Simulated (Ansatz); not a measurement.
A relaxation computed with Ansatz, from input to last step.

```yaml
crystal:
  lattice:
    - [2.801100372, 2.801100372, 0.0]
    - [-2.801100372, 2.801100372, 0.0]
    - [0.0, 0.0, 6.1743403944]
  atoms:
    - { symbol: In, position: [0.0, 0.0, 0.0] }
    - { symbol: In, position: [0.5, 0.5, 0.5] }
    - { symbol: P, position: [0.5, 0.0, 0.75] }
    - { symbol: P, position: [0.0, 0.5, 0.25] }
basis:
  ecutwfc: 420
kpoints:
  mp_grid: { grid: [8, 8, 6] }
hamiltonian:
  xc: pbe
scf:
  occupations: { method: gaussian, width: 0.02 }
output:
  forces: true
  stress: true
  eigenvalues: true
relax:
  adjacent_minimum: "off"
  f_tol: 0.008
  max_steps: 40
  cell: { stress_tol: 0.015, fix: [a, b, gamma] }
```

```bash
ansatz run input.yaml --threads 1 --pin off --max-ram 2560MiB --backend cpu --events-out ev --progress --plain --runs-dir out
```

The calculation used DFT PBE, scalar-relativistic, plane waves, PAW (Ansatz 0.2.0).

Of 4 frames 4 are shown, positions in Å and forces in eV/Å; the SCF threshold varies from step to step. Steps run on the plane waves of an earlier cell, with a Pulay correction in the pressure. The basis is chosen afresh for the last frame, the zero of the energies, and at times for earlier ones too; energy and pressure step there, also at an unchanged geometry.

```xyz
4
Lattice="2.8011 2.8011 0.0000 -2.8011 2.8011 0.0000 0.0000 0.0000 6.1743" Properties=species:S:1:pos:R:3:forces:R:3 pbc="T T T" step=1 free_energy_over_end_meV_per_atom=5.53 pressure_GPa=6.17
In    0.0000    0.0000    0.0000    0.0000    0.0000    0.0000
In    0.0000    2.8011    3.0872    0.0000    0.0000    0.0000
P     1.4005    1.4005    4.6308    0.0000    0.0000    0.0000
P    -1.4005    1.4005    1.5436    0.0000    0.0000    0.0000
4
Lattice="2.8011 2.8011 0.0000 -2.8011 2.8011 0.0000 0.0000 0.0000 6.3438" Properties=species:S:1:pos:R:3:forces:R:3 pbc="T T T" step=2 free_energy_over_end_meV_per_atom=0.29 pressure_GPa=3.80
In    0.0000    0.0000    0.0000    0.0000    0.0000    0.0000
In    0.0000    2.8011    3.1719    0.0000    0.0000    0.0000
P     1.4005    1.4005    4.7579    0.0000    0.0000    0.0000
P    -1.4005    1.4005    1.5860    0.0000    0.0000    0.0000
4
Lattice="2.8011 2.8011 0.0000 -2.8011 2.8011 0.0000 0.0000 0.0000 6.3233" Properties=species:S:1:pos:R:3:forces:R:3 pbc="T T T" step=3 free_energy_over_end_meV_per_atom=0.16 pressure_GPa=4.07
In    0.0000    0.0000    0.0000    0.0000    0.0000    0.0000
In    0.0000    2.8011    3.1616    0.0000    0.0000    0.0000
P     1.4005    1.4005    4.7425    0.0000    0.0000    0.0000
P    -1.4005    1.4005    1.5808    0.0000    0.0000    0.0000
4
Lattice="2.8011 2.8011 0.0000 -2.8011 2.8011 0.0000 0.0000 0.0000 6.3233" Properties=species:S:1:pos:R:3:forces:R:3 pbc="T T T" step=4 free_energy_over_end_meV_per_atom=0.00 pressure_GPa=4.07
In    0.0000    0.0000    0.0000    0.0000    0.0000    0.0000
In    0.0000    2.8011    3.1616    0.0000    0.0000    0.0000
P     1.4005    1.4005    4.7425    0.0000    0.0000    0.0000
P    -1.4005    1.4005    1.5808    0.0000    0.0000    0.0000
```

It took 62 s on 1 thread of Arm Neoverse V2, with other jobs on the host, peak memory 0.39 GiB.